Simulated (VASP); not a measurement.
GaN (strained zincblende), r²SCAN single-point calculation: Ansatz's output and VASP's

```
Ga N
1.0
     0.00000    2.24895    2.15899
     2.24895    0.00000    2.15899
     2.24895    2.24895    0.00000
Ga N
1 1
Direct
  0.00000 0.00000 0.00000
  0.25000 0.25000 0.25000
```

Ansatz printed

```
SCF 1 converged in 8 iterations: F = -4176.340141 eV  dr2 = 4.20e-8
  greatest PAW one-centre occupation: 0.995 electrons in one spin orbital (limit 2), on the Ga atom at site 0 (counted from 0), in its partial waves of l = 2
NSCF: frozen V_eff on 6 k-points
SCF converged after 8 iterations
Free energy (F): -4176.340141 eV
Harris-Foulkes:  -4176.340141 eV  (|F-HF|=2.59e-8)
Internal energy: -4176.340141 eV  (E = F + TS)
E sigma→0 (E₀):  -4176.340141 eV
Fermi energy:    10.223574 eV
--- Per-component energies (eV) ---
  E_band       = -4.894526
  E_kinetic    = 248.856198
  E_local      = -1915.758875  (includes V_loc(G=0)·N_el)
  E_nonlocal   = 476.501351
  E_hartree    = 886.980419
  E_xc         = -122.445978
  E_vxc        = -144.568201  (∫ρ·V_xc dr)
  E_paw        = -2137.073118  (= ΣΔE_a)
  E_vpaw       = -451.765091  (= ΣTr[D̂ρ^β])
  E_aug_tail   = -0.000025  (compensation charges beyond the density's cutoff)
  E_vtau       = 7.881914  (kinetic-family band-sum trace: ∫τ·v_τ [+ j·A + Jᵃ·Aᵃ] dr)
  E_ewald      = -1612.717479
  E_core_change = -0.682634  (= ΣΔE_core)
  E_smearing   = -0.000000  (= −TS)
  E_closure    = 0.000000  (closes the sum)
  Σ components = -4176.340141   (vs F -4176.340141, Δ=0.00e0)
--- Forces (eV/Å), atoms counted from 1 ---
  atom   1  Ga    -0.00000000    -0.00000000    -0.00000000
  atom   2  N      0.00000000     0.00000000     0.00000000
  max |Σ_I F_I| component: 4.16e-17 eV/Å
--- Stress (GPa, compression-positive) ---
        7.056515       0.000000      -0.000000
        0.000000       7.056515      -0.000000
       -0.000000      -0.000000      11.725870
  P = ⅓ Tr σ = 8.6130 GPa (86.130 kbar)
--- Band table (eV; the first three rows and the last of 102) ---
  k-point 0: bands = ["-7.0361", "-3.8523", "-3.8523", "-3.8080", "-3.4471", "-3.4430", "10.0436", "10.0436", "10.2236", "12.5434", "21.3703", "21.4910", "21.4910"]
  k-point 1: bands = ["-6.9166", "-3.8363", "-3.8227", "-3.7832", "-3.4474", "-3.4453", "9.0157", "9.9175", "10.0616", "13.3713", "20.9084", "21.6371", "21.6492"]
  k-point 2: bands = ["-6.6077", "-3.7992", "-3.7709", "-3.6395", "-3.4459", "-3.4424", "7.0950", "9.6067", "9.7982", "14.5215", "20.0921", "21.7846", "22.0376"]
  k-point 101: bands = ["-5.6950", "-3.7453", "-3.4827", "-3.4827", "-3.3437", "-1.7545", "4.0018", "6.9384", "6.9384", "13.7204", "17.1725", "23.5026", "25.4152"]
```

Datasets and cutoffs are each program's own. VASP's cell holds 18 valence electrons and Ansatz's 18. Ansatz's stress includes a Pulay correction; VASP's doesn't.

Q: What does VASP give for the same cell and level of theory?

A: gap between bands v and c 2.31 eV; least direct gap 2.31 eV; pressure 9.8 GPa.

From OUTCAR

```
k-points           NKPTS =    102   k-points in BZ     NKDIM =    102   number of bands    NBANDS=     16

   NELECT =      18.0000    total number of electrons

   dimension x,y,z NGX =    24 NGY =   24 NGZ =   24
   dimension x,y,z NGXF=    48 NGYF=   48 NGZF=   48

  energy-cutoff  :      520.00
  volume of cell :       21.84
      direct lattice vectors                 reciprocal lattice vectors
     0.000000000  2.248952541  2.158994439    -0.222325723  0.222325723  0.231589295
     2.248952541  0.000000000  2.158994439     0.222325723 -0.222325723  0.231589295
     2.248952541  2.248952541  0.000000000     0.222325723  0.222325723 -0.231589295

 k-points in reciprocal lattice and weights: KPOINTS created by Atomic Simulation Env
   0.00000000  0.00000000  0.00000000       0.001
   0.10000000  0.00000000  0.00000000       0.008
   0.20000000  0.00000000  0.00000000       0.008
   0.30000000 -0.00000000  0.00000000       0.008
   0.40000000  0.00000000  0.00000000       0.008
   0.50000000  0.00000000  0.00000000       0.004
   0.10000000  0.10000000  0.00000000       0.002
   0.20000000  0.10000000  0.00000000       0.008
   ...

 E-fermi :   5.7149

 k-point     1 :       0.0000    0.0000    0.0000
  band No.  band energies     occupation
      1     -11.6035      2.00000
      2      -8.3531      2.00000
      3      -8.3531      2.00000
      4      -8.3089      2.00000
      5      -7.9385      2.00000
      6      -7.9335      2.00000
      7       5.4799      2.00000
      8       5.4799      2.00000
      9       5.6596      2.00000
     10       7.9684      0.00000
     11      16.7836      0.00000
     12      16.9051      0.00000
     13      16.9052      0.00000
     14      24.7625      0.00000
     15      25.1792      0.00000
     16      25.1792      0.00000

 k-point     2 :       0.1000    0.0000    0.0000
  band No.  band energies     occupation
      1     -11.4824      2.00000
      2      -8.3369      2.00000
      3      -8.3238      2.00000
      4      -8.2845      2.00000
      5      -7.9388      2.00000
      6      -7.9359      2.00000
      7       4.4522      2.00000
      8       5.3538      2.00000
      9       5.4975      2.00000
     10       8.7958      0.00000
     11      16.3208      0.00000
     12      17.0522      0.00000
     13      17.0639      0.00000
     14      23.7398      0.00000
     15      23.9082      0.00000
     16      25.0865      0.00000

 k-point     3 :       0.2000    0.0000    0.0000
  band No.  band energies     occupation
      1     -11.1681      2.00000
      2      -8.2994      2.00000
      3      -8.2711      2.00000
      4      -8.1443      2.00000
      5      -7.9369      2.00000
      6      -7.9339      2.00000
      7       2.5326      2.00000
      8       5.0429      2.00000
      9       5.2340      2.00000
     10       9.9436      0.00000
     11      15.5042      0.00000
     12      17.2044      0.00000
     13      17.4562      0.00000
     14      22.8655      0.00000
     15      23.1369      0.00000
     16      24.0355      0.00000

 k-point     4 :       0.3000   -0.0000    0.0000
  band No.  band energies     occupation
      1     -10.8055      2.00000
      2      -8.2654      2.00000
      3      -8.2330      2.00000
      4      -7.9330      2.00000
      5      -7.9137      2.00000
      6      -7.7626      2.00000
      7       0.5193      2.00000
      8       4.6898      2.00000
      9       4.9390      2.00000
     10      10.6847      0.00000
     11      15.1201      0.00000
     12      16.9811      0.00000
     13      17.5411      0.00000
     14      22.3910      0.00000
     15      23.9698      0.00000
     16      24.2017      0.00000

 k-point     5 :       0.4000    0.0000    0.0000
  band No.  band energies     occupation
      1     -10.5577      2.00000
      2      -8.2496      2.00000
      3      -8.2147      2.00000
      4      -7.9104      2.00000
      5      -7.8842      2.00000
      6      -7.1658      2.00000
      7      -1.1827      2.00000
      8       4.4241      2.00000
      9       4.7183      2.00000
     10      10.9504      0.00000
     11      15.1637      0.00000
     12      16.6226      0.00000
     13      17.3198      0.00000
     14      22.3415      0.00000
     15      25.6560      0.00000
     16      25.7270      0.00000

 k-point     6 :       0.5000    0.0000    0.0000
  band No.  band energies     occupation
      1     -10.4780      2.00000
      2      -8.2463      2.00000
      3      -8.2106      2.00000
      4      -7.8994      2.00000
      5      -7.8699      2.00000
      6      -6.7966      2.00000
      7      -1.9320      2.00000
      8       4.3266      2.00000
      9       4.6376      2.00000
     10      10.9922      0.00000
     11      15.2426      0.00000
     12      16.4686      0.00000
     13      17.1857      0.00000
     14      22.4376      0.00000
     15      26.8528      0.00000
     16      26.9577      0.00000

 ...

  Total        1.1287099      1.1287099      1.7486140      0.0000000      0.0000000      0.0000000
  in kB       82.8039035     82.8039035    128.2810272      0.0000000      0.0000000      0.0000000
  external PRESSURE =      97.9629447 kB  Pullay stress =       0.0000000 kB

 POSITION                                       TOTAL-FORCE (eV/Angst)
 -----------------------------------------------------------------------------------
      0.00000      0.00000      0.00000        -0.000000     -0.000000      0.000000
      1.12448      1.12448      1.07950         0.000000      0.000000      0.000000
 -----------------------------------------------------------------------------------
    total drift:                                0.000008      0.000008      0.000009

  FREE ENERGIE OF THE ION-ELECTRON SYSTEM (eV)
  ---------------------------------------------------
  free  energy   TOTEN  =       -21.8561455214 eV

  energy  without entropy=      -21.8561455214  energy(sigma->0) =      -21.85614552
```
